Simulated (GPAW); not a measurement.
# Quasiparticle gap of KBr (honeycomb monolayer) in GPAW

Aim: the G0W0 gap of KBr (honeycomb monolayer) on PBE, step by step.

Main program and level: GPAW 26.7.0; PBE and many-body steps on it, plane waves.

### Step 1. The starting structure

The cell holds 2 atoms: 1 K and 1 Br. Cell: a = 5.429 Å, b = 5.429 Å, c = 11.400 Å, α = 90.0°, β = 90.0°, γ = 120.0°. Vacuum lies along c.

The structure was relaxed with PBE. The runs that relaxed it are not among those shown.

### Step 2. Ground state

This step: GPAW 26.7.0; DFT, PBE, plane waves, PAW.

The ground-state density comes first.

File run.py:

```python
import json
import numpy as np
from gpaw.mpi import world
from ase import Atoms
from gpaw import GPAW, PW, FermiDirac

atoms = Atoms(['K', 'Br'],
    cell=[[5.4285861318, 0.0000000000, 0.0000000000],
      [-2.7142930659, 4.7012934968, 0.0000000000],
      [0.0000000000, 0.0000000000, 11.4000000000]],
    scaled_positions=[[0.3333333333, 0.6666666667, 0.4999747016],
      [0.6666666667, 0.3333333333, 0.4999747016]],
    pbc=(True, True, False))
calc = GPAW(mode=PW(450),
    xc='PBE',
    kpts={'size': (6, 6, 1), 'gamma': True},
    occupations=FermiDirac(0.001),
    nbands=-7,
    convergence={'density': 1e-6, 'bands': -3},
    maxiter=100,
    txt='gs.txt')
atoms.calc = calc
res = {'energy': atoms.get_potential_energy()}
kpts = calc.get_ibz_k_points()
res['kpts'] = kpts
res['eigenvalues'] = [calc.get_eigenvalues(kpt=k) for k in range(len(kpts))]
res['n_electrons'] = calc.get_number_of_electrons()
calc.write('gs.gpw')

if world.rank == 0:
    with open('result.json', 'w') as f:
        json.dump(res, f, default=lambda x: x.tolist())
```

Command:

```console
$ mpirun -n 8 gpaw python run.py
```

The log of the run:

```text
__  _  _
 | _ |_)|_||  |
 |__||  | ||/\| - 26.7.0

Input parameters:
  mode=PW(ecut=450.000000),
  convergence={'density': 1e-06, 'bands': -3},
  kpts=MonkhorstPack(size=(6, 6, 1), gamma=True),
  maxiter=100,
  nbands=-7,
  occupations=Occupations(name='fermi-dirac', width=0.001, fixmagmom=False),
  xc=XC(name='PBE')
  [... matrices ...]
Diagonalizing LCAO Hamiltonian
Converting LCAO to pw mode

        K    Br

Atoms  # Å, Bohr magnetons
|   | symbol |         x |        y |        z |    initial magnetic moments |
| 0 |      K | -0.000000 | 3.134196 | 5.699712 | ( 0.0000,  0.0000,  0.0000) |
| 1 |     Br |  2.714293 | 1.567098 | 5.699712 | ( 0.0000,  0.0000,  0.0000) |

Unit cell  # Å
| periodic |         x |        y |         z |   lengths |     angles |
|      yes |  5.428586 | 0.000000 |  0.000000 |  5.428586 |  90.000000 |
|      yes | -2.714293 | 4.701293 |  0.000000 |  5.428586 |  90.000000 |
|       no |  0.000000 | 0.000000 | 11.400000 | 11.400000 | 120.000000 |

Number of symmetries: 6
Symmetry operations  # r_c * U_cc + t_c -> r_c
|   | kind |            matrix            |
| 0 |  σ   |  1, 1, 0,  0,-1, 0,  0, 0, 1 |
| 1 |  E   |  1, 0, 0,  0, 1, 0,  0, 0, 1 |
| 2 |  C3  |  0, 1, 0, -1,-1, 0,  0, 0, 1 |
| 3 |  σ   |  0,-1, 0, -1, 0, 0,  0, 0, 1 |
| 4 |  σ   | -1, 0, 0,  1, 1, 0,  0, 0, 1 |
| 5 |  C3  | -1,-1, 0,  1, 0, 0,  0, 0, 1 |

BZ-sampling:
  Number of BZ points: 36
  Number of IBZ points: 7

  Monkhorst-Pack size: [6, 6, 1]
  Monkhorst-Pack shift: [0.083333, 0.083333, 0.0]

K-points  # in reciprocal-cell coordinates
|   |                                coordinates |     weight |
| 0 | (  0.00000000,   0.00000000,   0.00000000) | 0.02777778 |
| 1 | (  0.16666667,   0.00000000,   0.00000000) | 0.16666667 |
| 2 | (  0.33333333,  -0.16666667,   0.00000000) | 0.16666667 |
| 3 | (  0.33333333,   0.00000000,   0.00000000) | 0.16666667 |
| 4 | (  0.33333333,   0.33333333,   0.00000000) | 0.05555556 |
| 5 | (  0.50000000,   0.33333333,   0.00000000) | 0.33333333 |
| 6 | (  0.50000000,   0.50000000,   0.00000000) | 0.08333333 |

Plane wave coefficients: 6363
Cutoff: 450.000000 eV

Spin-components: 1 (collinear spins)
Bands:           15
Projectors:      10
Spin-degeneracy: 2
Datatype:        complex128

  Storage: CPU
  Wave functions: 10_689_840 bytes (1_336_230 per core)
  Projectors: 14_965_776 bytes (1_870_722 per core)
  [... matrices ...]
Parallelization:
  kpt:    4
  domain: 2
  band:   1

Density:
  Valence electrons: 16.0
  Components: 1
  Grid points: [27 27 56]
  Charge: 0.0  # |e|

Potential:
  Grid points: [27 27 56]

species:
  K:
    name:    Potassium
    Z:       19.0
    valence: 9
    core:    10
    charge:  0.0  # [|e|]
    compensation charges:
      type: gauss
      rc: 0.35  # [Å]
      lmax: 2
    cutoffs:
      filter: 1.91  # [Å]
      core: 1.27  # [Å]
    projectors
    | kind |    occ | energy [eV] | rcut [Å] |
    |   3s |  2.000 |     -35.338 |    1.122 |
    |   4s |  1.000 |      -2.319 |    1.122 |
    |   3p |  6.000 |     -18.813 |    1.106 |
    |    p |        |       8.398 |    1.106 |
    |    d |        |       0.000 |    0.937 |

    Using partial waves for K as LCAO basis

  Br:
    name:    Bromine
    Z:       35.0
    valence: 7
    core:    28
    charge:  0.0  # [|e|]
    compensation charges:
      type: gauss
      rc: 0.35  # [Å]
      lmax: 2
    cutoffs:
      filter: 1.98  # [Å]
      core: 2.38  # [Å]
    projectors
    | kind |    occ | energy [eV] | rcut [Å] |
    |   4s |  2.000 |     -20.121 |    1.111 |
    |   4p |  5.000 |      -7.861 |    1.111 |
    |    s |        |       7.091 |    1.111 |
    |    p |        |      19.351 |    1.111 |
    |    d |        |       0.000 |    1.111 |

    Using partial waves for Br as LCAO basis

Reference energy: -87284.500948  # eV

eigensolver:
  PPCG
  Converge bands: -3
  niter=2

density mixing:
  MSR1-Mixer
  Pratt-step length: 0.05
  Maximum mixing coefficient: 0.75
  Old densities: 10
  SVD Regularization: 0.005
  Good broyden scale: 1.0
  Trust region scale: 1.0
  Backstep threshold: 4.0
  History deletion threshold: 6.0
  Fourier metric: weight=20.0, sigma=0.015

occupation numbers:
  Fermi-Dirac:
    width: 0.0010  # eV

poisson solver:
  ecut: 3600.000000  # eV

xc functional:
  name: PBE with 2 nearest neighbor stencil

Initialization done in: 1.234 s

convergence criteria:
- Maximum integral of absolute [dens]ity change: 1e-06 electrons / valence electron
- Maximum [total energy] change in last 3 cyles: 0.0005 eV / valence electron
- Maximum integral of absolute [eigenst]ate change: 4e-08 eV^2 / valence electron
maximum number of iterations: 100

SCF iterations
|iter     |     time |      energy | eigst |  dens |
|iter:   1|  |   -6.274539 | +1.62 |       |
|iter:   2|  |   -6.215770 | +0.40 | -1.17 |
|iter:   3|  |   -5.951593 | -0.30 | -1.20 |
|iter:   4|  |   -5.950119 | -0.94 | -1.58 |
|iter:   5|  |   -5.950518c| -1.38 | -2.00 |
|iter:   6|  |   -5.950585c| -2.02 | -2.78 |
|iter:   7|  |   -5.950592c| -2.60 | -3.33 |
|iter:   8|  |   -5.950592c| -3.18 | -4.23 |
|iter:   9|  |   -5.950592c| -3.68 | -5.13 |
|iter:  10|  |   -5.950592c| -4.24 | -5.59 |
|iter:  11|  |   -5.950592c| -4.81 | -6.36c|
|iter:  12|  |   -5.950592c| -5.09 | -6.73c|
|iter:  13|  |   -5.950592c| -5.72 | -7.85c|
|iter:  14|  |   -5.950592c| -6.12 | -8.33c|
|iter:  15|  |   -5.950592c| -6.55 | -9.31c|
|iter:  16|  |   -5.950592c| -6.96 | -9.89c|
|iter:  17|  |   -5.950592c| -7.26 |-10.52c|
|iter:  18|  |   -5.950592c| -7.57c|-11.16c|

Converged in 18 steps
SCF loop duration: 8.090 s (0.449 s/step)
Energy contributions relative to reference atoms: (reference = -87284.500948)
  [... matrices ...]
Energy contributions:
  Kinetic:           3.545479
  Coulomb:          -2.878038
  Zero:             -0.655873
  External:          0.000000
  Xc:               -5.962160
  Entropy:          -0.000000
  Spinorbit:         0.000000
  ----------------------------
  Free energy:      -5.950592
  Extrapolated:     -5.950592

dipole moment: (-1.665256, 0.961432, -0.000007)  # |e|*Ang

Fermi level: -2.894
Eigenvalues  # (at kpt = [0.000, 0.000, 0.000])
| band index |      eig [eV] | occ [0-2] |
|          0 |       -32.781 |     2.000 |
|          1 |       -16.401 |     2.000 |
|          2 |       -16.378 |     2.000 |
|          3 |       -16.279 |     2.000 |
|          4 |       -16.279 |     2.000 |
|          5 |        -4.701 |     2.000 |
|          6 |        -4.701 |     2.000 |
|          7 |        -4.519 |     2.000 |
|          8 |        -0.154 |     0.000 |
|          9 |         1.423 |     0.000 |
|         10 |         1.696 |     0.000 |
|         11 |         3.384 |     0.000 |
|         12 |         4.002 |     0.000 |
|         13 |         4.351 |     0.000 |
|         14 |         4.388 |     0.000 |

Gap: 4.336 eV
Transition (v -> c):
  (s=0, k=4, n=7, [0.33, 0.33, 0.00]) -> (s=0, k=0, n=8, [0.00, 0.00, 0.00])
Direct/indirect transitions are different
Direct gap: 4.365 eV
Transition at: (s=0, k=0, n=7, [0.00, 0.00, 0.00])
vacuum-level: 1.448  # V
# Writing to gs.gpw (mode='')
  [... matrices ...]
```

It took 12 s on 8 MPI ranks of Arm Neoverse N1, shared host; peak memory 1.3 GiB.

Numbers from this step:

```
total energy               : -5.951 eV
gap                        : 4.336 eV
k of the valence top       : 0.3333, 0.3333, 0
k of the conduction bottom : 0, 0, 0
least direct gap           : 4.365 eV
```

The gap is indirect, with the least direct gap 0.03 eV higher.

### Step 3. Empty states on the mesh, 6×6×1 mesh, 482 bands

The sums over transitions need many empty states on a uniform mesh; this step solves for them.

File run.py:

```python
import json
import numpy as np
from gpaw.mpi import world
from gpaw import GPAW

calc = GPAW('gs.gpw').fixed_density(kpts={'size': (6, 6, 1), 'gamma': True},
    parallel={'domain': 1, 'band': 1},
    txt='nscf.txt')
calc.diagonalize_full_hamiltonian(nbands=482)
calc.write('full.gpw', mode='all')
res = {}
kpts = calc.get_ibz_k_points()
res['kpts'] = kpts
res['eigenvalues'] = [calc.get_eigenvalues(kpt=k) for k in range(len(kpts))]
res['n_electrons'] = calc.get_number_of_electrons()

if world.rank == 0:
    with open('result.json', 'w') as f:
        json.dump(res, f, default=lambda x: x.tolist())
```

Command:

```console
$ mpirun -n 7 gpaw python run.py
```

The log of the run:

```text
Diagonalizing LCAO Hamiltonian
Converting LCAO to pw mode
convergence criteria:
- Maximum integral of absolute [eigenst]ate change: 4e-08 eV^2 / valence electron
maximum number of iterations: 100

SCF iterations
|iter     |     time |      energy | eigst |  dens |
|iter:   1|  |             | +1.57 |       |
|iter:   2|  |             | +0.50 |       |
|iter:   3|  |             | -0.41 |       |
[...]
|iter:  21|  |             | -7.19 |       |
|iter:  22|  |             | -7.34 |       |
|iter:  23|  |             | -7.46c|       |
SCF steps: 23
  __  _  _
 | _ |_)|_||  |
 |__||  | ||/\| - 26.7.0

Input parameters:
  mode=PW(ecut=450.000000),
  convergence={'density': 1e-06, 'bands': -3},
  gpts=array([27, 27, 56]),
  kpts=MonkhorstPack(size=(6, 6, 1), gamma=True),
  maxiter=100,
  nbands=15,
  occupations=Occupations(name='fermi-dirac', width=0.001, fixmagmom=False),
  parallel={'domain': 1, 'band': 1},
  xc=XC(name='PBE')
Matrix size: 6363x6363
# Writing to full.gpw (mode='all')
  [... matrices ...]

timing:  # [seconds]
  Total: 359.269  # ━━━━━━━━━━━━━━━━━━━━━━━━━━━━━━━━━━━━━━━━━━━━━━━━━━━━━━━━━
```

Wall time 6.1 min (7 MPI ranks); peak memory 18 GiB; 43 min of CPU time.

This step gave:

```
gap                                                           : 4.336 eV
k of the valence top                                          : 0.3333, 0.3333, 0
k of the conduction bottom                                    : 0, 0, 0
least direct gap                                              : 4.365 eV
k points computed                                             : 7
lowest point of the top converged band, above the valence top : 82.4551 eV
```

On this mesh the gap is 4.336 eV.

### Step 4. Screening and self-energy, 6×6×1 mesh, 219 bands, screening to 48 eV

G0W0 replaces the xc potential by the self-energy, built once from these orbitals. Only a window of levels is corrected, while the sums run over the empty bands that the input names.

This step: G0W0 on PBE, plane waves, PAW.

File run.py:

```python
import json
import numpy as np
from gpaw.mpi import world
from gpaw.response.g0w0 import G0W0

gw = G0W0('full.gpw',
    filename='gw',
    kpts=[0, 4],
    bands=(6, 10),
    ecut=48,
    nbands=219,
    truncation='2D',
    integrate_gamma='sphere',
    q0_correction=True,
    frequencies={'type': 'nonlinear', 'domega0': 0.15, 'omega2': 15.0},
    eta=0.1,
    nblocksmax=True)
gw.calculate()
res = {mode: {k: v for k, v in r.items() if k != 'sigma_eskwn'}
       for mode, r in gw.all_results.items()}

if world.rank == 0:
    with open('result.json', 'w') as f:
        json.dump(res, f, default=lambda x: x.tolist())
```

Command:

```console
$ mpirun -n 8 gpaw python run.py
```

The log of the run:

```text
Using integrator: PointIntegrator
NonLinearFrequencyDescriptor(from 0.000 to 81.262 eV, 168 points)
Nonperiodic BCs:  [False False  True]
Using integrator: PointIntegrator
NonLinearFrequencyDescriptor(from 0.000 to 81.262 eV, 168 points)
Nonperiodic BCs:  [False False  True]
Applying analytical 2D correction to W:
    Evaluating Gamma point contribution to W on a 13x13x1 grid
  ___  _ _ _
 |   || | | |
 | | || | | |
 |__ ||_____|
 |___|

BZ k-points: Symmetries present (total): 6

  [... matrices ...]
36 k-points: 6 x 6 x 1 Monkhorst-Pack grid + [1/12,1/12,0.000000]
7 k-points in the irreducible part of the Brillouin zone
       k-points in crystal coordinates                weights
   0:     0.00000000    0.00000000    0.00000000          1/36
   1:     0.16666667    0.00000000    0.00000000          6/36
   2:     0.33333333   -0.16666667    0.00000000          6/36
   3:     0.33333333    0.00000000    0.00000000          6/36
   4:     0.33333333    0.33333333    0.00000000          2/36
   5:     0.50000000    0.33333333    0.00000000         12/36
   6:     0.50000000    0.50000000    0.00000000          3/36

Distributing spins, k-points and bands (1 x 2 x 4) over 1 process
Number of blocks: 8

Quasi particle states:
k-points (IBZ indices): [0, 4]
Band range: (6, 10)
  [... matrices ...]
Computational parameters:
Plane wave cut-off: 48 eV
Number of bands: 219
Coulomb cutoff: 2D
Broadening: 0.1 eV

fxc modes: GW
Kernel: RPA
Using full-frequency real axis integration
Summing all q:

Calculating screened Coulomb potential
2D Coulomb truncation
NonLinearFrequencyDescriptor(from 0.000 to 81.262 eV, 168 points)
Removing empty qpoint cache files...

Calculating chi0 body with:
    Ground state adapter containing:
    Number of spins: 1
    Number of kpoints: 36
    Number of irreducible kpoints: 7
    Number of completely occupied states: 8
    Number of partially occupied states: 8
    Occupied states memory: 4.9833984375 M / cpu

    Linear response parametrization:
    q_c: [1.387779e-17, 1.387779e-17, 0.0]
    Number of frequency points: 168
    Planewave cutoff: 48.0
    Number of bands: 219
    Number of planewaves: 199
    Broadening (eta): 0.1
    comm.size: 8
    kncomm.size: 1
    blockcomm.size: 8

    Memory estimate of potentially large arrays:
        chi0_wGG: 12.689529 M / cpu
Integrating chi0 body.

Symmetries of q_c:
    Direct symmetries (Uq -> q): 6
    Indirect symmetries (TUq -> q): 6
In total 12 allowed symmetries.

  [... matrices ...]
7 groups of equivalent kpoints. 80.555556% reduction.

Integral kind: spectral function
Integrating chi0 head and wings.

Symmetries of q_c:
    Direct symmetries (Uq -> q): 6
    Indirect symmetries (TUq -> q): 6
In total 12 allowed symmetries.

  [... matrices ...]
7 groups of equivalent kpoints. 80.555556% reduction.

Integral kind: spectral function wings

Calculating chi0 body with:
    Ground state adapter containing:
    Number of spins: 1
    Number of kpoints: 36
    Number of irreducible kpoints: 7
    Number of completely occupied states: 8
    Number of partially occupied states: 8
[... the further q-points ...]

Results:
f:      Occupation numbers
eps:     KS-eigenvalues [eV]
vxc:     KS vxc [eV]
exx:     Exact exchange [eV]
sigma:   Self-energies [eV]
dsigma:  Self-energy derivatives
Z:       Renormalization factors
qp:      QP-energies [eV]

k-point 0 (0): (0.000, 0.000, 0.000)                GW
band       f     eps     vxc     exx   sigma  dsigma       Z      qp
                                                                   GW
   6   1.000  -4.701 -14.786 -18.769   1.195  -0.202   0.832  -7.021
   7   1.000  -4.519 -14.136 -18.201   1.165  -0.198   0.835  -6.939
   8   0.000  -0.154  -4.119  -1.675  -1.224  -0.080   0.926   0.976
   9   0.000   1.423  -3.209  -1.385  -0.804  -0.072   0.933   2.375

k-point 1 (4): (0.333, 0.333, 0.000)                GW
band       f     eps     vxc     exx   sigma  dsigma       Z      qp
                                                                   GW
   6   1.000  -4.706 -14.654 -18.680   1.189  -0.202   0.832  -7.066
   7   1.000  -4.490 -14.312 -18.369   1.176  -0.191   0.840  -6.908
   8   0.000   1.836  -5.742  -2.617  -1.428  -0.106   0.904   3.371
   9   0.000   2.031  -4.762  -1.931  -1.249  -0.095   0.913   3.475
```

The job ended after 2.1 min (8 MPI ranks; peak memory 3.4 GiB; 17 min of CPU time).

Read from the output:

```
G0W0 gap on the mesh                         : 7.883 eV
least direct G0W0 gap on the computed points : 7.915 eV
Z at the valence top                         : 0.8396
Z at the conduction bottom                   : 0.9259
starting gap on the mesh                     : 4.336 eV
k of the valence top                         : 0.3333, 0.3333, 0
k of the conduction bottom                   : 0, 0, 0
```

The gap on the mesh goes from 4.34 eV to 7.88 eV, a correction of +3.55 eV.

Limits: finite bands, cutoff and mesh; no spin-orbit coupling. v1 is the top filled band, c1 the lowest empty one. Levels before and after the correction, in eV, zero at the valence-band top of each column:

|  | conduction bottom | valence top |
| --- | --- | --- |
| Kohn-Sham | 4.34 | 0.00 |
| G0W0 | 7.88 | 0.00 |

|  | level | energy (eV) |
| --- | --- | --- |
| Kohn-Sham | Γ v2 | -0.212 |
| Kohn-Sham | Γ v1 | -0.029 |
| Kohn-Sham | Γ c1 | 4.336 |
| Kohn-Sham | Γ c2 | 5.913 |
| Kohn-Sham | (0.333 0.333 0) v2 | -0.216 |
| Kohn-Sham | (0.333 0.333 0) v1 | 0.000 |
| Kohn-Sham | (0.333 0.333 0) c1 | 6.326 |
| Kohn-Sham | (0.333 0.333 0) c2 | 6.521 |
| G0W0 | Γ v2 | -0.113 |
| G0W0 | Γ v1 | -0.032 |
| G0W0 | Γ c1 | 7.883 |
| G0W0 | Γ c2 | 9.283 |
| G0W0 | (0.333 0.333 0) v2 | -0.158 |
| G0W0 | (0.333 0.333 0) v1 | 0.000 |
| G0W0 | (0.333 0.333 0) c1 | 10.279 |
| G0W0 | (0.333 0.333 0) c2 | 10.383 |

### Step 5. Where the time went

Times are wall times on the hardware named with each run, good to a factor of about two.

| step | time | share | memory (GiB) |
| --- | --- | --- | --- |
| ground state | 12 s | 2 % | 1.3 |
| empty states on the mesh | 6.1 min | 72 % | 18 |
| screening and self-energy | 2.1 min | 25 % | 3.4 |

### Step 6. What came out

```yaml
pbe_gap: 4.34 eV, indirect (only 29 meV under the direct gap)
g0w0_gap_on_the_mesh: 7.88 eV
gw_settings: 6×6×1 mesh, 219 bands, screening to 48 eV, full frequency, Hilbert transform
known_limits: short of the basis limit; no spin-orbit coupling
```

G0W0 moves the gap on the mesh from 4.34 eV to 7.88 eV (+3.55 eV), with Z of 0.84 and 0.93 at the edges. The dearest step here is «empty states on the mesh». Bands and cutoff are finite, so the gap stands short of the basis limit, usually by up to a few tenths of an eV; the mesh is an error of its own. In this program the long-wavelength screening can come out low in d oxides and layered crystals. The many-body steps are scalar-relativistic: spin-orbit coupling is not in them.

[Long decimals in the printed logs are rounded to 6 places.]

[Logs are printed without paths, hosts, clocks, repeated set-up lines and the standing remarks that a program may print on its own settings, such as how far it seeks lower states.]

[Paths, hosts, dates, memory and timing lines, banners, echoed tables and standing remarks are left out of the program output; an Ansatz launch command may be rebuilt from the run's recorded settings. Measured values are a selection of at most five: reports struck by readers or far from the other reports are left out. None is set beside runs whose start may be inverted or whose files or cutoffs have a known fault.]

[Runs of the session that timed out or met a known fault of the program may be left out.]

[Hosts, paths, dates, database ids (printed as entryN), source tags and the programs' standing remarks are cut or masked in the printed files.]

[Where the starting crystal was built by hand or by swapping elements, it need not be the compound's stable phase.]
